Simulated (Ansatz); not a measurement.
**HfS₂ (P-3m1), an elastic constant from a strain scan**

These are results of DFT PBE+D3(BJ), scalar-relativistic, plane waves, PAW in Ansatz, not measurements. Settings: plane waves to 420 eV, k-mesh 12×12×6 (Γ-centred), Gaussian smearing 0.05 eV. Spin–orbit coupling is left out, which can shift energies with elements as heavy as these. No spin polarisation. Energies are free energies at this smearing, counted from the undisturbed cell; pressure is positive in compression.

The undisturbed cell (relaxed at this level):

```yaml
crystal:
  lattice:
    - [3.60586, 0.00000, 0.00000]
    - [-1.80293, 3.12277, 0.00000]
    - [0.00000, 0.00000, 5.77039]
  atoms:
    - { symbol: Hf, position: [0.00000, 0.00000, 0.00000] }
    - { symbol: S, position: [0.66667, 0.33333, 0.74761] }
    - { symbol: S, position: [0.33333, 0.66667, 0.25239] }
```

The cell is strained by ε times the Voigt pattern (0, 0, 1, 0, 0, 0) (xx, yy, zz, yz, xz, xy; engineering shear) with fractional coordinates fixed. The cell holds 3 atoms in V0 = 64.98 Å³. The stress column is τ = (1/V0) dE/dε, got from the stress tensor σ (compression positive) at each point as −det(1 + εP) σ : P(1 + εP)⁻¹, with P the pattern as a tensor.

```csv
ε,ΔE (meV/atom),τ (GPa)
-0.0400,15.900,-6.002
-0.0300,8.848,-4.437
-0.0200,3.884,-2.914
-0.0100,0.952,-1.430
0.0000,0.000,0.016
0.0100,0.978,1.425
0.0200,3.834,2.798
0.0300,8.527,4.137
0.0350,11.546,4.794
0.0400,?,?
```

**Question.** Which combination of elastic constants does this scan measure, and how large is it?

**Answer.** For small ε, τ = τ0 + Kε with K = pᵀCp, which for this pattern is C33 in the Cartesian frame shown. The parabola through τ at ε = -0.0100, 0 and 0.0100 has slope K = 143 GPa at zero. The energies per cell, E = NΔE, of the same two points give K = 2[E(ε₊)/ε₊ − E(ε₋)/ε₋]/[(ε₊ − ε₋)V0] = 143 GPa, in agreement. These are clamped-ion values.

**Question.** Predict the withheld row at ε = 0.0400 from the harmonic law, and compare.

**Answer.** ΔE = V0(τ0 ε + Kε²/2)/N = 15.521 meV/atom and τ = 5.72 GPa. The calculation gives 15.006 meV/atom and 5.44 GPa, a miss of 3.3 % of the harmonic energy, so the harmonic law still holds here.

Forces appear on the atoms along this scan, and letting them relax would lower the energy and soften the response.